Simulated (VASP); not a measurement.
Runs of VASP 6.6.1 on Hf2Si. The structure is tetragonal, space group I4/mcm (No. 140). Conventional cell: a = 6.509 Å, b = 6.509 Å, c = 5.141 Å, α = 90.00°, β = 90.00°, γ = 90.00°. Hf (site symmetry m2m) has 4 Si at 2.77 Å and 3 Hf at 2.88 to 3.09 Å as nearest neighbours. Si (site symmetry 422) is surrounded by 2 Si at 2.57 Å and 8 Hf at 2.77 Å. The cell comes from a database or a generator and needn't be the stable form of this composition.

```csv
level,k mesh,cutoff (eV),smearing,gap on the mesh (eV),pressure (GPa),largest force (eV/Å)
PBEsol,10 × 10 × 10,700,gaussian 0.1 eV,none,0.0,-
PBEsol,10 × 10 × 10,520,gaussian 0.5 eV,none,0.2,0.11
PBEsol,10 × 10 × 10,900,gaussian 0.1 eV,none,0.0,-
PBEsol,14 × 14 × 14,520,gaussian 0.1 eV,none,0.0,(a)
r2SCAN,10 × 10 × 10,520,gaussian 0.1 eV,none,2.7,(b)
```

Alike in all rows: task single point; potentials or basis VASP PAW PBE potentials, release 64 (Hf_pv, Si); no spin polarisation; cell as given.

Fill in the values left out.

(a) 0.01; (b) 0.04.

Caveats: the PAW data sets were made with another functional, which shifts forces and pressure a little.

A k mesh can miss the band edges, and the runs leave out spin-orbit coupling on Hf.

A gap of «none» marks a metal or a gap under the smearing width.
